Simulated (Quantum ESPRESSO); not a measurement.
Write the native input for Quantum ESPRESSO 7.5 that does the following.

| Property | Result |
| --- | --- |
| Task | relaxation of cell and atoms |
| Functional | PBE |
| Potentials or basis | SSSP 1.3 efficiency PBE |
| Cutoff | 939 eV |
| Density cutoff | 7510 eV |
| k mesh | 7 × 7 × 7 |
| Occupations | fermi-dirac, width 0.05 eV |
| Spin | no spin polarisation |
| Target pressure | 20 GPa |
| Mixing beta | 0.5 |
| Most SCF iterations | 120 |
| SCF threshold | 4e-10 Ry |
| Most ionic steps | 40 |
| Forc conv thr | 0.0004 Ry/bohr |
| Etot conv thr | 1e-05 Ry |
| Ion dynamics | bfgs |
| Cell dynamics | bfgs |
| Press conv thr | 0.3 kbar |

Crystal: SnTe.

```
Te Sn
1.0
     0.00000    3.15085    3.15085
     3.15085    0.00000    3.15085
     3.15085    3.15085    0.00000
Te Sn
1 1
Direct
  0.50000 0.50000 0.50000
  0.00000 0.00000 0.00000
```

These files were run (other wordings do the same):

pw.in

```
&CONTROL
  calculation = 'vc-relax'
  prefix = 'pwscf'
  outdir = './tmp'
  pseudo_dir = './pseudo'
  tprnfor = .true.
  tstress = .true.
  disk_io = 'low'
  nstep = 40
  forc_conv_thr = 0.0004
  etot_conv_thr = 1d-05
/
&SYSTEM
  ibrav = 0
  nat = 2
  ntyp = 2
  ecutwfc = 69
  ecutrho = 552
  nbnd = 16
  occupations = 'smearing'
  smearing = 'fd'
  degauss = 0.00367493
/
&ELECTRONS
  conv_thr = 4d-10
  electron_maxstep = 120
  mixing_beta = 0.5
/
&IONS
  ion_dynamics = 'bfgs'
/
&CELL
  cell_dynamics = 'bfgs'
  press = 200
  press_conv_thr = 0.3
/
ATOMIC_SPECIES
Te   127.6000 Te_pbe_v1.uspp.F.UPF
Sn   118.7100 Sn_pbe_v1.uspp.F.UPF
CELL_PARAMETERS bohr
   0.0000000000    5.9542435598    5.9542435598
   5.9542435598    0.0000000000    5.9542435598
   5.9542435598    5.9542435598    0.0000000000
ATOMIC_POSITIONS bohr
Te     5.9542435598    5.9542435598    5.9542435598
Sn     0.0000000000    0.0000000000    0.0000000000
K_POINTS automatic
7 7 7 0 0 0
```

Potentials or basis: SSSP 1.3 efficiency PBE.

Command:

```sh
$ OMP_NUM_THREADS=1 pw.x -in pw.in > pw.out
```

It gave:

```yaml
Relaxed_volume: 25.03 Å³/atom
Relaxed_cell: a = 4.137 Å, b = 4.137 Å, c = 4.137 Å, α = 60.00°, β = 60.00°, γ = 60.00°
Space_group_after_relaxing_to_0.05_Å: Fm-3m (No. 225)
Energy_change_on_relaxing_the_enthalpy_is_what_falls: +367.9 meV/atom
Ionic_steps: 5
Pressure_after_relaxing: 20.0 GPa
```

Caveat: the volume moved by over 15 % at a fixed basis, so the end points are rough.

Wall time 2.5 min on 1 thread of Arm Neoverse V2 (shared host), peak memory 0.38 GiB.
